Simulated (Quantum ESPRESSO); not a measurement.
CuO:

```
CELL_PARAMETERS angstrom
2.87950 0.00000 0.00000
0.03907 2.87928 0.00000
0.01750 0.01724 5.17634
ATOMIC_POSITIONS crystal
Cu 0.00000 0.50000 0.00000
Cu 0.50000 0.00000 0.50000
O 0.99842 0.00167 0.74989
O 0.00158 0.99833 0.25011
```

The cell comes from a database or a generator and needn't be the stable form of this composition.

Base run:

| Item | Value |
| --- | --- |
| Program | Quantum ESPRESSO 7.5 |
| Functional | PBEsol |
| Potentials or basis | GBRV 1.5 PBEsol |
| Cutoff | 762 eV |
| Density cutoff | 6095 eV |
| k mesh | 9 × 9 × 5 |
| Occupations | fermi-dirac, width 0.05 eV |
| Spin | no spin polarisation |

Its results: band gap on the k mesh none (metal or under the smearing width); pressure -1.4 GPa; largest force 0.012 eV/Å.

Q: The run is repeated on the same cell with these changes: functional from PBEsol to LDA; potentials or basis from GBRV 1.5 PBEsol to GBRV 1.5 LDA. What comes out?

A: Band gap on the k mesh none (metal or under the smearing width); pressure -7.6 GPa; largest force 0.014 eV/Å.

Caveats: the run has no spin polarisation, though such a crystal can be magnetic; semilocal functionals often make such compounds metallic where correlation or magnetic order opens a gap, which also shifts bond lengths.

Not every run made on this cell is shown here.
